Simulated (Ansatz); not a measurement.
## simple cubic against fcc along group 13

All numbers below come from DFT, RPBE, plane waves (420 eV) with PAW, scalar-relativistic in Ansatz 0.2.0. The PAW files were generated under PBE, with cores re-solved for the functional.

Each structure is relaxed within its symmetry, in the lowest magnetic state of the tried starts. Differences under about 8 meV lie within the error of the k-point mesh.

| element | E(simple cubic) − E(fcc) (meV/atom) | V(simple cubic) (Å³/atom) | V(fcc) (Å³/atom) | state of simple cubic | state of fcc |
| --- | --- | --- | --- | --- | --- |
| B | -262 | 6.79 | 5.98 | spin not included | spin not included |
| Al | 373 | 20.56 | 16.79 | spin not included | spin not included |
| Ga | 68 | 21.08 | 19.68 | spin not included | spin not included |
| In | 104 | 31.03 | 28.78 | spin not included | spin not included |
| Tl | 106 | 37.14 | 33.51 | spin not included | spin not included |
